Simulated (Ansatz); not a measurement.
# OH on Ti(0001): change of the work function, part 5 of 5

Aim: the work function of Ti(0001) at several coverages of OH (hcp site), and the dipole that each adsorbate carries.

Ansatz 0.2.0; plane-wave DFT, PBE, Ansatz PAW.

So far, work function, upper face (eV): step 2 (the clean slab) 4.37; step 6 (adsorbate added, k-mesh 12×12×1, coverage 1 ML) 1.95; step 8 (the slab at 0.25 ML, atoms frozen) 3.03; step 9 (the substrate of the 0.25 ML cell alone) 4.32; step 10 (the adsorbate layer of the 0.25 ML cell alone) 6.14.

**12. The same run with other settings: basis.ecutwfc = "58.8 Ry"**

This step: plane-wave DFT, PBE, Ansatz PAW (Ansatz 0.2.0).

System of this step: OH/Ti(0001). The cell holds 6 atoms: 4 Ti, 1 O and 1 H. Its edges and angles: a = 2.950 Å, b = 2.950 Å, c = 27.387 Å, α = 90.0°, β = 90.0°, γ = 60.0°. Vacuum lies along c.

A run with a changed input: it repeats the earlier run at 1 ML with basis.ecutwfc to 58.8 Ry.

input.yaml

```yaml
crystal:
  lattice:
    - [2.95, 0.0, 0.0]
    - [1.475, 2.5547749412, 0.0]
    - [0.0, 0.0, 27.3867978225]
  atoms:
    - { symbol: Ti, position: [0.6666666667, 0.6666666667, 0.3286254953] }
    - { symbol: Ti, position: [0.0, 0.0, 0.4141521061] }
    - { symbol: Ti, position: [0.6666666667, 0.6666666667, 0.5021618095] }
    - { symbol: Ti, position: [0.0, 0.0, 0.5813486826] }
    - { symbol: O, position: [0.6666666667, 0.6666666667, 0.6355908396] }
    - { symbol: H, position: [0.6666666667, 0.6666666667, 0.6713745047] }
kpoints:
  mp_grid: { grid: [12, 12, 1] }
hamiltonian:
  xc: pbe
scf:
  occupations: { method: fermi_dirac, width: 0.1 }
  convergence: { dr2_threshold: 1.0e-08 }
efield:
  axis: 3
  dipole_correction: true
  ramp_position: 0.97
  ramp_width: 0.06
relax:
  f_tol: 0.02
  max_steps: 60
  constraints: [{ sites: [0, 1] }]
output:
  bader: true
  write_potential: true
  write_density: true
  volumetric_format: npy
basis:
  ecutwfc: "58.8 Ry"
```

Command:

```
ansatz run input.yaml --threads 4 --pin off --max-ram 12288MiB --backend cpu --events-out ev --progress --plain --runs-dir out
```

Numbers of over 12 decimals in the logs are rounded to 6 here.

What it wrote:

```text
[...]
Crystal: 6 atoms, lattice volume = 206.403 Å³
Basis set: ecut = 800.014756 eV, 10567 PW (Γ), exchange–correlation on 60×60×512 points (8 copies of the dense FFT grid, shifted against one another)
Bands: 34, of which v1, the nominal top of the filled ones, is band 28 counted from 1 (27 counted from 0)
Symmetry: 6 space group operations
[...]
k-points: 19 of 144 (time reversal used)
[...]
SCF iter   1: F=—  HF=-10582.105147 eV  |F-HF|=—  |Δ(HF+E_count)|=         —  Δρ=5.12e-3  dr2=5.21e-1  ethr=1.77e-3  p=0.088 e·Å  D=7.67e-2 V/Å  ΔV_dip=-2.10 eV  dr2_dipole=2.75e-1  V_vac-E_F(+/−)=1.91/4.01 eV  ⟨swp⟩=8.2  Hψ=3050  notcnv=0
[...]
SCF iter  10: F=-10582.096612 eV  HF=-10582.096612 eV  |F-HF|=2.83e-9  |Δ(HF+E_count)|=   7.43e-9  Δρ=1.00e-6  dr2=4.73e-9  ethr=1.82e-11  p=0.120 e·Å  D=1.05e-1 V/Å  ΔV_dip=-2.89 eV  dr2_dipole=8.65e-10  V_vac-E_F(+/−)=1.52/4.41 eV  ⟨swp⟩=10.6  Hψ=4647  notcnv=0
SCF 1 converged in 10 iterations: F = -10582.096612 eV  dr2 = 4.73e-9
[...]
relax step   1: F+E_penalty+E_count = -10582.09661200 eV  Δ(F+E_penalty+E_count) = +0.000e0 eV  max|allowed force component| = 2.714e0 eV/Å  Δτ_max = 0.0000 Å  (10 SCF iters, accepted)
[...]
SCF iter  13: F=-10582.357124 eV  HF=-10582.357124 eV  |F-HF|=7.56e-9  |Δ(HF+E_count)|=   7.04e-9  Δρ=5.51e-7  dr2=5.49e-9  ethr=1.82e-11  p=0.102 e·Å  D=8.91e-2 V/Å  ΔV_dip=-2.44 eV  dr2_dipole=3.32e-9  V_vac-E_F(+/−)=1.96/4.40 eV  ⟨swp⟩=10.2  Hψ=4400  notcnv=0
SCF 2 converged in 13 iterations: F = -10582.357124 eV  dr2 = 5.49e-9
relax step   2: F+E_penalty+E_count = -10582.35712399 eV  Δ(F+E_penalty+E_count) = -2.605e-1 eV  max|allowed force component| = 3.013e-1 eV/Å  Δτ_max = 0.1470 Å  (13 SCF iters, accepted)
[...]
SCF iter  11: F=-10582.365309 eV  HF=-10582.365309 eV  |F-HF|=4.04e-10  |Δ(HF+E_count)|=   1.40e-8  Δρ=7.95e-7  dr2=3.37e-9  ethr=1.23e-11  p=0.102 e·Å  D=8.98e-2 V/Å  ΔV_dip=-2.46 eV  dr2_dipole=3.77e-10  V_vac-E_F(+/−)=1.94/4.40 eV  ⟨swp⟩=10.5  Hψ=4386  notcnv=0
SCF 3 converged in 11 iterations: F = -10582.365309 eV  dr2 = 3.37e-9
relax step   3: F+E_penalty+E_count = -10582.36530859 eV  Δ(F+E_penalty+E_count) = -8.185e-3 eV  max|allowed force component| = 1.200e-1 eV/Å  Δτ_max = 0.0861 Å  (11 SCF iters, accepted)
[...]
relax step   4: F+E_penalty+E_count = -10582.36618723 eV  Δ(F+E_penalty+E_count) = -8.786e-4 eV  max|allowed force component| = 2.070e-1 eV/Å  Δτ_max = 0.0282 Å  (9 SCF iters, accepted)
SCF iter   1: F=—  HF=-10582.366655 eV  |F-HF|=—  |Δ(HF+E_count)|=         —  Δρ=4.94e-4  dr2=6.07e-4  ethr=6.58e-6  p=0.101 e·Å  D=8.90e-2 V/Å  ΔV_dip=-2.44 eV  dr2_dipole=2.14e-7  V_vac-E_F(+/−)=1.97/4.40 eV  ⟨swp⟩=2.0  Hψ=1169  notcnv=0
[...]
SCF iter   8: F=-10582.366659 eV  HF=-10582.366659 eV  |F-HF|=1.03e-9  |Δ(HF+E_count)|=   6.35e-9  Δρ=4.91e-7  dr2=1.53e-9  ethr=1.82e-11  p=0.102 e·Å  D=8.97e-2 V/Å  ΔV_dip=-2.46 eV  dr2_dipole=1.62e-10  V_vac-E_F(+/−)=1.95/4.40 eV  ⟨swp⟩=10.6  Hψ=4418  notcnv=0
SCF 5 converged in 8 iterations: F = -10582.366659 eV  dr2 = 1.53e-9
relax step   5: F+E_penalty+E_count = -10582.36665916 eV  Δ(F+E_penalty+E_count) = -4.719e-4 eV  max|allowed force component| = 1.363e-2 eV/Å  Δτ_max = 0.0032 Å  (8 SCF iters, accepted)
[...]
SCF converged after 8 iterations
Free energy (F): -10582.366659 eV
[...]
Internal energy: -10582.140752 eV  (E = F + TS)
E sigma→0 (E₀):  -10582.253705 eV
Entropy (-TS):   -0.225908 eV (-37.651 meV/atom)
Fermi energy:    3.102862 eV
Dipole field:    D = 0.089684 V/Å  (p = 0.102298 e·Å, saw-weighted, corrected)
Work function:   Φ+ = 1.9473 eV   Φ− = 4.4035 eV
[...]
--- Forces (eV/Å), atoms counted from 1 ---
  atom   1  Ti     0.00000000    -0.00000000     0.55496697
  atom   2  Ti     0.00000000     0.00000000    -0.55489842
  atom   3  Ti     0.00000000    -0.00000000     0.00055685
  atom   4  Ti    -0.00000000     0.00000000     0.00598234
  atom   5  O     -0.00000000     0.00000000    -0.01363019
  atom   6  H      0.00000000     0.00000000     0.00704004
  max |Σ_I F_I| component: 1.76e-5 eV/Å
--- Band table (eV; the first three rows and the last of 19) ---
  k-point 0: bands = [... 24 lower, 2.9790, 3.1554, 3.4004, 3.5281, 3.8068, 3.8068, 3.8530, 3.8718, ... 2 higher]
  k-point 1: bands = [... 24 lower, 2.9241, 3.2041, 3.2491, 3.4672, 3.6165, 3.7099, 3.8290, 3.8885, ... 2 higher]
  k-point 2: bands = [... 24 lower, 2.6637, 2.8996, 3.1808, 3.3112, 3.3831, 3.6338, 3.7296, 3.9596, ... 2 higher]
  k-point 18: bands = [... 24 lower, 1.9095, 2.4066, 2.4873, 3.0477, 3.0567, 3.2065, 3.3846, 4.0885, ... 2 higher]
--- Relaxed structure (5 steps of the walk, 5 accepted, 0 SCFs on fresh bases) ---
  F+E_penalty+E_count = -10582.36665916 eV   max|allowed force component| = 1.363e-2 eV/Å
  atoms:
    - { symbol: Ti, position: [0.666667, 0.666667, 0.328625] }
[...]
- { symbol: Ti, position: [0.666667, 0.666667, 0.501022] }
[...]
- { symbol: O, position: [0.666667, 0.666667, 0.631026] }
    - { symbol: H, position: [0.666667, 0.666667, 0.666688] }
--- Bader charges: 6 sites ---
  site symbol  charge [e]  shift [e] shared [e]
     0     Ti     -0.0538     0.0000    -0.0706
     1     Ti      0.0810     0.0000     0.0543
     2     Ti      0.1044     0.0000     0.0300
     3     Ti      0.7783     0.0001     0.7606
     4      O     -1.2608     0.0004    -1.2608
     5      H      0.4864     0.0003     0.4864
  maxima off the nuclei: 2, with 0.1355 electrons
[...]
charge, to which what the maxima have on the atom's side is counted
  estimated error of the sums over rays = 6.8e-4 e
```

Wall time 48 s (4 threads of Arm Neoverse V2, shared host); peak memory 0.93 GiB; 3.1 min of CPU time.

Relaxation path:

```tsv
step	energy less that of the first step (eV)	largest force component (eV/Å)
1	0.0000	2.7136
2	-0.2605	0.3013
3	-0.2687	0.1200
4	-0.2696	0.2070
5	-0.2700	0.0136
```

The run keeps the 6 symmetry operations that it works with, so distortions that break them were not tested.

The atoms that moved most (Å):

```tsv
atom	dx	dy	dz	length
H6	0.000	0.000	-0.128	0.128
O5	0.000	0.000	-0.125	0.125
Ti4	0.000	0.000	0.083	0.083
Ti3	0.000	0.000	-0.031	0.031
```

The relaxed structure:

```
Ti O H
1.0
     2.95000    0.00000    0.00000
     1.47500    2.55477    0.00000
     0.00000    0.00000   27.38680
Ti O H
4 1 1
Direct
  0.66667 0.66667 0.32863
  0.00000 0.00000 0.41415
  0.66667 0.66667 0.50102
  0.00000 0.00000 0.58436
  0.66667 0.66667 0.63103
  0.66667 0.66667 0.66669
```

This step gave:

* energy at zero smearing: -10582.2537 eV
* work function, upper face: 1.947 eV
* work function, lower face: 4.403 eV
* dipole along the normal: 0.1023 e·Å
* step between the vacuum levels: -2.456 eV

```tsv
quantity	this run	earlier run	difference
work function, upper face (eV)	1.947	1.949	-0.0017
work function, lower face (eV)	4.403	4.404	-5.1e-5
dipole along the normal (e·Å)	0.1023	0.1022	7.0e-5
```

Nothing in the table moves by 0.01 in its unit (for the dipole 0.5 % and 5e-5 e·Å).

**13. Varying the input**

System of this step: Ti(0001). The cell holds 4 atoms: 4 Ti. Its edges and angles: a = 2.950 Å, b = 2.950 Å, c = 25.027 Å, α = 90.0°, β = 90.0°, γ = 60.0°. Vacuum lies along c.

An input spoilt on purpose, to show how the run answers: it repeats the earlier run at 0 ML with output.write_potential from write_potential to write-potential, and scf.max_iter set to 75; its output block differs too.

input.yaml, the sections that differ from step 12:

```yaml
crystal:
  lattice:
    - [2.95, 0.0, 0.0]
    - [1.475, 2.5547749412, 0.0]
    - [0.0, 0.0, 25.0269]
  atoms:
    - { symbol: Ti, position: [0.6666666667, 0.6666666667, 0.3596130564] }
    - { symbol: Ti, position: [0.0, 0.0, 0.4532043521] }
    - { symbol: Ti, position: [0.6666666667, 0.6666666667, 0.5467956479] }
    - { symbol: Ti, position: [0.0, 0.0, 0.6403869436] }
scf:
  occupations: { method: fermi_dirac, width: 0.1 }
  convergence: { dr2_threshold: 1.0e-08 }
  max_iter: 75
output:
  write-potential: true
  write_density: true
  volumetric_format: npy
# kpoints, hamiltonian, efield, relax: as in step 12
# basis: removed
```

What it wrote:

```text
Error: YAML parse error: error: line 29 column 3: unknown field `write-potential`, expected one of write_density, write_potential, write_potential_components, volumetric_format, write_bands, fatbands, populations, hubbard, elf, band_densities, bader, dos, optics, efg, charged_corrections, wannier, polarization, topological_invariants, transmission, current_voltage, crpa, pair_interaction, rpa_energy, embedding, core_ [...]
  --> <input>:29:3
   |
27 |   constraints: [{ sites: [0, 1] }]
28 | output:
29 |   write-potential: true
   |   ^ unknown field `write-potential`, expected one of write_density, write_potential, write_potential_components, volumetric_format, write_bands, fatbands, populations, hubbard, elf, band_densities, bader, dos, optics, efg, charged_corrections, wannier, polarization, topological_invariants, transmission, current_voltage, crpa, pair_interaction, rpa_energy, embedding, core_levels, xc_energy_on_converged_density, boltztrap, local_orbitals, orbitals, eigenstates, states_by_energy, atomic_orbital_hamiltonian, active_space, given_orbital_levels, support_matrices, forces, stress, cutoff_correction, eigenvalues, band_residual_tolerance, publish_guard_bands
30 |   write_density: true
31 |   volumetric_format: npy
   |
```

It took 0.02 s on 4 threads; peak memory 0.022 GiB.

The input was rejected at the start.

The program's message: “Error: YAML parse error: error: line 29 column 3: unknown field `write-potential`, expected one of write_density, write_potential, write_potential_components, volumetric_format, write_bands, fatbands, …”

A key was misspelt on purpose.

**14. Summary of results**

| Property | Result |
| --- | --- |
| work function of the clean face | 4.37 eV |
| work function at 0.11 ML | 3.74 eV |
| work function at 0.25 ML | 3.03 eV |
| work function at 0.5 ML | 2.24 eV |
| work function at 1 ML | 1.95 eV |
| dipole per adsorbate at 0.11 ML, positive end outwards | 1.14 D |
| step of the potential from the moved charge at 0.25 ML, upper less lower side, atoms held | 0.570 eV |

**Reading.** OH lowers the work function of Ti(0001) at the lowest coverage, by 0.63 eV: the adsorbate layer has its positive end outwards. The dipole per adsorbate falls from 1.14 to 0.48 D as the layer fills. Neighbouring dipoles depolarise each other, and heights and bonding change with coverage too. The slab has 4 layers, at the tabulated experimental lattice constant, one starting site was run, and quantum-size effects of a slab this thin can reach one or two tenths of an eV. The main runs have no spin polarisation; a magnetic state could lie lower and would change these results.

[Logs are printed without paths, hosts, clocks, repeated set-up lines and the standing remarks that a program may print on its own settings, such as how far it seeks lower states.]

[Hosts, paths, dates, database ids (printed as entryN), source tags and the programs' standing remarks are cut or masked in the printed files.]

[Maps of the electrostatic potential energy from Ansatz leave out the sawtooth potential of an applied field or a dipole correction, so their vacuum need not be flat; planar profiles and work functions include it.]
